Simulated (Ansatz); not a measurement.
# C (P6_3/mmc), random displacements

Theory: DFT r2SCAN, scalar-relativistic, plane waves, PAW in Ansatz. The runs took a 500 eV cutoff, a Γ-centred 12×12×4 mesh and Gaussian smearing (0.05 eV). No spin polarisation. Energies are free energies at this smearing, counted from the undisturbed cell; pressure is positive in compression.

Zero of the scan (as given, not relaxed at this level):

```xyz
8
Lattice="2.5221 0.0000 0.0000 -1.2610 2.1842 0.0000 0.0000 0.0000 8.2371" Properties=species:S:1:pos:R:3 pbc="T T T"
C     0.0000    0.0000    0.7722
C     0.0000    0.0000    4.8908
C     0.0000    0.0000    3.3463
C     0.0000    0.0000    7.4649
C     0.0000    1.4561    1.2870
C     1.2610    0.7281    5.4056
C     0.0000    1.4561    2.8315
C     1.2610    0.7281    6.9501
```

The atoms are displaced (Å, in the unstrained cell):

| atom | ux | uy | uz |
| --- | --- | --- | --- |
| C1 | -0.035 | 0.028 | -0.027 |
| C2 | 0.002 | -0.042 | -0.007 |
| C3 | 0.048 | -0.028 | 0.001 |
| C4 | 0.015 | -0.016 | 0.000 |
| C5 | 0.028 | 0.030 | 0.006 |
| C6 | 0.013 | 0.019 | -0.005 |
| C7 | -0.019 | -0.003 | 0.015 |
| C8 | -0.051 | 0.012 | 0.018 |

The cell is not strained.

Question: What are the energy change, the stress and the forces?

Answer: ΔE = 44.1 meV/atom; stress (xx, yy, zz, yz, xz, xy; compression positive) (-3.80, -4.00, 7.17, -0.54, -1.73, -0.06) GPa; gap on the mesh 3.81 eV.
| atom | Fx (eV/Å) | Fy | Fz |
| --- | --- | --- | --- |
| C1 | 2.14 | -0.06 | 1.23 |
| C2 | 0.59 | 2.12 | -0.04 |
| C3 | -2.62 | 0.92 | 0.69 |
| C4 | -2.29 | 1.04 | 0.59 |
| C5 | -2.10 | -0.48 | -0.94 |
| C6 | -0.69 | -2.03 | 0.10 |
| C7 | 2.57 | -0.80 | -0.69 |
| C8 | 2.40 | -0.72 | -0.95 |

Cost: 1 run of about 0.74 core-minutes, on Intel Xeon Platinum 8375C (Ice Lake) (shared hosts).